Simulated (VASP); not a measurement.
# S (R-3m) in VASP: a series of runs

Runs on S. Level: PBE. Tasks: relaxation of cell and atoms.

Everything below comes from runs of VASP 6.6.1. Logs are shortened: lines on timing, memory, paths and dates and some standing lists are left out, and cuts for length are marked.

### 1 Starting point

The structure is trigonal, space group R-3m (No. 166). Conventional cell: a = 3.277 Å, b = 3.277 Å, c = 2.584 Å, α = 90.00°, β = 90.00°, γ = 120.00°. S (site symmetry -3m) has 6 S at 2.08 Å as nearest neighbours.

This isn't the form of S at room conditions, which is orthorhombic, of S8 rings.

### 2 Relaxation of cell and atoms, PBE

INCAR

```
SYSTEM = S
PREC = Accurate
ENCUT = 520
EDIFF = 1E-6
ISMEAR = 0
SIGMA = 0.1
LREAL = .FALSE.
LASPH = .TRUE.
NELM = 120
ALGO = Normal
ISIF = 3
LWAVE = .FALSE.
LCHARG = .FALSE.
GGA = PE
IBRION = 2
NSW = 90
EDIFFG = -0.01
```

KPOINTS

```
regular mesh
0
G
  22 22 22
  0 0 0
```

POSCAR

```
S
1.0
    1.6385000000      0.9459884200      0.8613333300
   -1.6385000000      0.9459884200      0.8613333300
    0.0000000000     -1.8919768300      0.8613333300
S
1
Direct
    0.0000000000      0.0000000000      0.0000000000
```

Potentials or basis: VASP PAW PBE potentials, release 64 (S).

Started as:

```bash
> cat potpaw_PBE.64/S/POTCAR > POTCAR
> mpirun -np 1 vasp_std > vasp.out
```

OUTCAR:

```text
SYSTEM = S
   PREC = Accurate
   ENCUT = 520
   EDIFF = 1E-6
   ISMEAR = 0
   LREAL = .FALSE.
   LASPH = .TRUE.
   NELM = 120
   ISIF = 3
   GGA = PE
   IBRION = 2
   NSW = 90
   EDIFFG = -0.01

 ion  position               nearest neighbor table
   1  0.000  0.000  0.000-

  LATTYP: Found a trigonal (rhomboedric) cell.
 ALAT       =     2.0788149139
 COS(alpha) =    -0.2424852430

  Lattice vectors:

 A1 = (   1.6385000000,   0.9459884200,   0.8613333300)
 A2 = (  -1.6385000000,   0.9459884200,   0.8613333300)
 A3 = (   0.0000000000,  -1.8919768300,   0.8613333300)

Analysis of symmetry for initial positions (statically):
=====================================================================
 Subroutine PRICEL returns:
 Original cell was already a primitive cell.

 Routine SETGRP: Setting up the symmetry group for a
 trigonal (rhombohedral) supercell.

 Subroutine GETGRP returns: Found 12 space group operations
 (whereof 12 operations were pure point group operations)
 out of a pool of 12 trial point group operations.

The static configuration has the point symmetry D_3d.

Analysis of symmetry for dynamics (positions and initial velocities):
=====================================================================
 Subroutine PRICEL returns:
 Original cell was already a primitive cell.

 Routine SETGRP: Setting up the symmetry group for a
 trigonal (rhombohedral) supercell.

 Subroutine GETGRP returns: Found 12 space group operations
 (whereof 12 operations were pure point group operations)
 out of a pool of 12 trial point group operations.

The dynamic configuration has the point symmetry D_3d.

 Subroutine INISYM returns: Found 12 space group operations
 (whereof 12 operations are pure point group operations),
 and found     1 'primitive' translations

----------------------------------------------------------------------------------------

                                     Primitive cell

  volume of cell :       8.0104

  direct lattice vectors                    reciprocal lattice vectors
     1.638500000  0.945988420  0.861333330     0.305157156  0.176182566  0.386996905
    -1.638500000  0.945988420  0.861333330    -0.305157156  0.176182566  0.386996905
     0.000000000 -1.891976830  0.861333330     0.000000000 -0.352365132  0.386996907

[... 64 lines left out ...]
   number of dos      NEDOS =    301   number of ions     NIONS =      1
   total plane-waves  NPLWV =   4096
   dimension x,y,z NGX =    16 NGY =   16 NGZ =   16
   dimension x,y,z NGXF=    32 NGYF=   32 NGZF=   32
   ions per type =               1
   NGX,Y,Z   is equivalent  to a cutoff of  12.80, 12.80, 12.80 a.u.
   NGXF,Y,Z  is equivalent  to a cutoff of  25.59, 25.59, 25.59 a.u.
 SYSTEM =  S
   PREC   = accura    normal or accurate (medium, high low for compatibility)
   ISTART =      0    job   : 0-new  1-cont  2-samecut
   ICHARG =      2    charge: 1-file 2-atom 10-const
   ISPIN  =      1    spin polarized calculation?
   LNONCOLLINEAR =      F non collinear calculations
   LSORBIT =      F    spin-orbit coupling
   LASPH  =      T    aspherical Exc in radial PAW
   ENCUT  =  520.0 eV  38.22 Ry    6.18 a.u.   3.87  3.87  3.87*2*pi/ulx,y,z
   NELM   =    120;   NELMIN=  2; NELMDL= -5     # of ELM steps
   EDIFF  = 0.1E-05   stopping-criterion for ELM
   LREAL  =      F    real-space projection
   EDIFFG = -.1E-01   stopping-criterion for IOM
   NSW    =     90    number of steps for IOM
   IBRION =      2    ionic relax: 0-MD 1-quasi-New 2-CG
   NFREE  =      1    steps in history (QN), initial steepest desc. (CG)
   ISIF   =      3    stress and relaxation
   ISYM   =      2    0-nonsym 1-usesym 2-fastsym
   POTIM  = 0.5000    time-step for ionic-motion
   TEBEG  =    0.0;   TEEND  =   0.0 temperature during run
   PSTRESS=    0.0 pullay stress
   NELECT =       6.0000    total number of electrons
   NUPDOWN=      -1.0000    fix difference up-down
   EMIN   =  10.00;   EMAX   =-10.00  energy-range for DOS
   EFERMI =   0.00;   METHOD = LEGACY
   ISMEAR =     0;   SIGMA  =   0.10  broadening in eV -4-tet -1-fermi 0-gaus
   EFERMI_NEDOS =   21; number of points for ismear=-14 and -15
   IALGO  =     38    algorithm
   IMIX   =      4    mixing-type and parameters
     AMIX     =   0.40;   BMIX     =  1.00
     AMIX_MAG =   1.60;   BMIX_MAG =  1.00
  volume/ion in A,a.u.               =       8.01        54.06
  Fermi-wavevector in a.u.,A,eV,Ry     =   1.486758  2.809565 30.074995  2.210450
  Thomas-Fermi vector in A             =   2.600004
   LORBIT       =      0    0 simple, 1 ext, 2 COOP (PROOUT), +10 PAW based schemes
   GGA     = PE    functional components
   LHFCALC =     F    Hartree Fock is set to
   AEXX    =    0.0000 exact exchange contribution
   IVDW    =     0    specifies the selected vdW correction
   LEPSILON=     F    determine dielectric tensor
   LRPA    =     F    only Hartree local field effects (RPA)
 conjugate gradient relaxation of ions
 non-spin polarized calculation
 Gauss-broadening in eV      SIGMA  =   0.10
  energy-cutoff  :      520.00
  volume of cell :        8.01
 maximum number of plane-waves:       226
   NGX =  7   NGY =  7   NGZ =  7

--------------------------------------- Ionic step        1  -------------------------------------------

 number of electron       5.9999998 magnetization

 Free energy of the ion-electron system (eV)
  ---------------------------------------------------
  ext. energy  EPLUGINS =         0.00000000
  ---------------------------------------------------
  free energy    TOTEN  =        -0.19830472 eV

  energy without entropy =       -0.19672108  energy(sigma->0) =       -0.19751290

 E-fermi :  21.1157     XC(G=0): -14.5486

 val. band max:       21.1096964063   @ k =   0.4091   0.1364   0.0909
 cond. band min:      21.1205648168   @ k =   0.3636   0.0909   0.0909
 fundamental gap:      0.0108684105
 Fermi energy:        21.1156667117
[... 587 lines left out ...]
  FREE ENERGIE OF THE ION-ELECTRON SYSTEM (eV)
  ---------------------------------------------------
  free  energy   TOTEN  =        -3.2609364100 eV

  energy  without entropy=       -3.2582161631  energy(sigma->0) =       -3.25957629

[... ionic steps 4 to 12 ...]

--------------------------------------- Ionic step       13  -------------------------------------------

 number of electron       5.9999996 magnetization

------------------------ aborting loop because EDIFF is reached ----------------------------------------
[... 65 lines left out ...]
--------------------------------------- Ionic step       15  -------------------------------------------

 number of electron       5.9999995 magnetization

 Free energy of the ion-electron system (eV)
  ---------------------------------------------------
  ext. energy  EPLUGINS =         0.00000000
  ---------------------------------------------------
  free energy    TOTEN  =        -3.47057580 eV

  energy without entropy =       -3.46853964  energy(sigma->0) =       -3.46955772

 E-fermi :   7.2249     XC(G=0): -10.6707

 val. band max:        7.2204271334   @ k =  -0.2273   0.1364   0.0909
 cond. band min:       7.2263846405   @ k =   0.4545   0.4091   0.2273
 fundamental gap:      0.0059575070
 Fermi energy:         7.2248787889
[... 268 lines left out ...]
  FREE ENERGIE OF THE ION-ELECTRON SYSTEM (eV)
  ---------------------------------------------------
  free  energy   TOTEN  =        -3.4705758019 eV

  energy  without entropy=       -3.4685396402  energy(sigma->0) =       -3.46955772

 reached required accuracy - stopping structural energy minimisation
```

OSZICAR:

```text
N       E                     dE             d eps       ncg     rms          rms(c)
DAV:   1     0.847016279089E+01    0.84702E+01   -0.35587E+03 16345   0.771E+02
DAV:   2    -0.141638627514E+00   -0.86118E+01   -0.79665E+01 20853   0.784E+01
DAV:   3    -0.208421511549E+00   -0.66783E-01   -0.64492E-01 16457   0.762E+00
[... 122 lines left out ...]
DAV:   2    -0.347066827515E+01    0.88764E-04   -0.13203E-03 20475   0.316E-01    0.921E-02
DAV:   3    -0.347057576729E+01    0.92508E-04   -0.41463E-04 18130   0.133E-01    0.163E-02
DAV:   4    -0.347057477208E+01    0.99521E-06   -0.10880E-05 16828   0.298E-02    0.109E-02
DAV:   5    -0.347057580150E+01   -0.10294E-05   -0.13417E-06 17563   0.886E-03    0.103E-03
DAV:   6    -0.347057580185E+01   -0.35226E-09   -0.53673E-08  7707   0.181E-03
  15 F= -.34705758E+01 E0= -.34695577E+01  d E =-.112956E-02
```

Wall time 2.1 min (1 thread of Intel Xeon Platinum 8488C (Sapphire Rapids), shared host); peak memory 0.15 GiB.

What came out:

* Free energy: -3.4706 eV
* Relaxed volume: 16.83 Å³/atom
* Relaxed cell: a = 2.569 Å, b = 2.569 Å, c = 2.569 Å, α = 93.80°, β = 93.80°, γ = 93.80°
* Space group after relaxing (to 0.05 Å): R-3m (No. 166)
* Energy gained by relaxing: 3272.3 meV/atom
* Ionic steps: 15
* Pressure after relaxing: 0.1 GPa
* Band gap on the k mesh: none (metal or under the smearing width)

The path:
| step | energy change (eV) | largest force (eV/Å) | pressure (GPa) | volume (Å³) |
| --- | --- | --- | --- | --- |
| 1 | 0.0000 | 0.0000 | 214.14 | 8.01 |
| 2 | -2.1192 | 0.0000 | -15.51 | 27.94 |
| 3 | -3.0626 | 0.0000 | -1.01 | 16.04 |
| 4 | -3.0634 | 0.0000 | 0.04 | 15.84 |
| 5 | -3.1704 | 0.0000 | 0.44 | 16.03 |
| 6 | -3.2532 | 0.0000 | 2.61 | 16.16 |
| 7 | -3.2626 | 0.0000 | 3.86 | 16.15 |
| 8 | -3.2615 | 0.0000 | 4.64 | 16.10 |
| 9 | -3.2540 | 0.0000 | -4.78 | 17.84 |
| 10 | -3.2711 | 0.0000 | 0.18 | 16.83 |
| 11 | -3.2711 | 0.0000 | 0.25 | 16.82 |
| 12 | -3.2718 | 0.0000 | 0.20 | 16.82 |
| 13 | -3.2722 | 0.0000 | 0.14 | 16.83 |
| 14 | -3.2721 | 0.0000 | 0.02 | 16.83 |
| 15 | -3.2723 | 0.0000 | 0.09 | 16.83 |

Final structure:
```
CELL_PARAMETERS angstrom
1.87550 1.08282 1.38124
-1.87550 1.08282 1.38124
0.00000 -2.16565 1.38124
ATOMIC_POSITIONS crystal
S 0.00000 0.00000 0.00000
```

Caveat: the volume moved by over 15 % at a fixed basis, so the end points are rough; the volume moved by +110 % from the deposited cell, more than functionals usually miss.

### 3 Relaxation of cell and atoms, PBE

This run uses another cell than the first one, of 16.83 Å³/atom, 2.101 times its volume.

INCAR: that of step 2 with these lines changed.

```diff
@@ -3,3 +3,3 @@
 ENCUT = 520
-EDIFF = 1E-6
+EDIFF = 1E-7
 ISMEAR = 0
@@ -15,3 +15,4 @@
 IBRION = 2
-NSW = 90
-EDIFFG = -0.01
+NSW = 60
+EDIFFG = -0.005
+POTIM = 0.3
```

KPOINTS is that of step 2.

POSCAR

```
S                                       
1.0
    1.8755046274      1.0828231082      1.3812356239
   -1.8755046274      1.0828231082      1.3812356239
   -0.0000000000     -2.1656461985      1.3812356159
  S             
     1
Direct
     0.0000000000000000    0.0000000000000000    0.0000000000000000
```

Potentials or basis: VASP PAW PBE potentials, release 64 (S).

Started as:

```bash
> cat potpaw_PBE.64/S/POTCAR > POTCAR
> mpirun -np 1 vasp_std > vasp.out
```

Run time: 4.4 min. Hardware: 1 thread of Intel Xeon Platinum 8488C (Sapphire Rapids), shared host; peak memory 0.2 GiB.

The run converged. Its results:

- Free energy: -3.5120 eV
- Relaxed volume: 17.17 Å³/atom
- Relaxed cell: a = 2.580 Å, b = 2.580 Å, c = 2.580 Å, α = 90.05°, β = 90.05°, γ = 90.05°
- Space group after relaxing (to 0.05 Å): Pm-3m (No. 221)
- Energy gained by relaxing: 11.8 meV/atom
- Ionic steps: 11
- Pressure after relaxing: 0.0 GPa
- Band gap on the k mesh: none (metal or under the smearing width)

The path:
```
step  energy change (eV)  largest force (eV/Å)  pressure (GPa)  volume (Å³)
   1              0.0000                0.0000            1.19        16.83
   2             -0.0024                0.0000            0.33        17.01
   3             -0.0041                0.0000           -1.73        17.48
   4             -0.0043                0.0000           -1.25        17.37
   5             -0.0063                0.0000           -1.11        17.36
   6             -0.0103                0.0000           -0.71        17.31
   7             -0.0106                0.0000           -0.03        17.17
   8             -0.0117                0.0000           -0.35        17.24
   9             -0.0117                0.0000           -0.33        17.24
  10             -0.0118                0.0000            0.07        17.16
  11             -0.0118                0.0000            0.00        17.17
```

Final structure:
```
S
1.0
     1.82502    1.05368    1.48832
    -1.82502    1.05368    1.48832
     0.00000   -2.10736    1.48832
S
1
Direct
  0.00000 0.00000 0.00000
```

Levels at points of the mesh, in eV from the Fermi level:
```csv
k point,band 1,band 2,band 3,band 4,band 5,band 6
"(0.00, 0.00, 0.00)",-16.94,1.50,1.51,1.51,7.42,7.42
"(0.50, 0.00, 0.00)",-14.19,-8.00,3.03,3.03,9.46,13.66
"(0.50, 0.50, 0.00)",-11.44,-5.73,-5.72,2.71,4.37,13.95
"(0.50, 0.50, 0.50)",-8.54,-3.76,-3.76,-3.74,5.80,5.80
```

PBE usually gives volumes a little too large and moduli too small. Zero-point motion and thermal expansion aren't in these numbers.
